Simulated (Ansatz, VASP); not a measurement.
LiF: VASP beside Ansatz

File INCAR:

```
SYSTEM = LiF
PREC     = Accurate       ! precision mode
ENCUT    = 520            ! plane-wave cutoff, eV
EDIFF    = 1E-6           ! SCF threshold, eV
ISMEAR   = 0              ! smearing method
SIGMA    = 0.05           ! smearing width, eV
LREAL    = .FALSE.        ! projectors in reciprocal space
LASPH    = .TRUE.         ! aspherical terms in the spheres
NELM     = 100            ! most SCF steps
ALGO     = Normal         ! electronic algorithm
ISIF     = 2              ! what is computed and relaxed
LWAVE    = .FALSE.        ! write WAVECAR
LCHARG   = .FALSE.        ! write CHGCAR
NBANDS   = 18             ! bands
```

File KPOINTS:

```
Automatic mesh
0
G
  9 9 6
  0 0 0
```

POSCAR

```
LiF
1.0
    3.0609398175      0.0000000000      0.0000000000
   -1.5304699087      2.6508516414      0.0000000000
    0.0000000000      0.0000000000      4.8073245700
Li F
2 2
Direct
    0.3443174043      0.6366576267      0.3811542600
    0.6776507376      0.3033242934      0.8811542600
    0.3333333333      0.6666666667      0.9938437400
    0.6666666667      0.3333333333      0.4938437400
```

Input for Ansatz:

```yaml
crystal:
  lattice:
    - [3.0609398175, 0.0, 0.0]
    - [-1.5304699087, 2.6508516414, 0.0]
    - [0.0, 0.0, 4.80732457]
  atoms:
    - { symbol: Li, position: [0.3443174043, 0.6366576267, 0.38115426] }
    - { symbol: Li, position: [0.6776507376, 0.3033242934, 0.88115426] }
    - { symbol: F, position: [0.3333333333, 0.6666666667, 0.99384374] }
    - { symbol: F, position: [0.6666666667, 0.3333333333, 0.49384374] }
basis:
  ecutwfc: 420
kpoints:
  mp_grid: { grid: [9, 9, 6] }
hamiltonian:
  xc: lda
scf:
  occupations: { method: gaussian, width: 0.05 }
output:
  forces: true
  stress: true
  eigenvalues: true
```

Change from the starting cell: all Li atoms moved +0.113 Å, as atom 1 along Cartesian [1 -1 0].

Alike in both runs: task single point; functional LDA; k mesh 9 × 9 × 6; occupations gaussian, width 0.05 eV; no spin polarisation.

|  | VASP | Ansatz |
| --- | --- | --- |
| version | VASP 6.6.1 | Ansatz 0.2.0 |
| potentials or method | VASP PAW LDA potentials, release 64 (Li_sv, F) | scalar-relativistic, plane waves, PAW |
| plane-wave cutoff (eV) | 520 | 420 |
| valence electrons in the cell | 20 | 20 |

Ansatz gave:

```
gap on the k mesh at the Fermi level (eV) : 7.57
least direct gap on the mesh (eV)         : 7.57
rms of the force components (eV/Å)        : 0.268
```

Task: Which values does VASP return?

Result: gap on the k mesh at the Fermi level (eV): 7.55; least direct gap on the mesh (eV): 7.55; rms of the force components (eV/Å): 0.271.

Atom by atom the forces differ by 0.003 eV/Å (rms over components).

Caveats: an odd mesh through Γ misses points on the zone boundary, where band edges often lie.
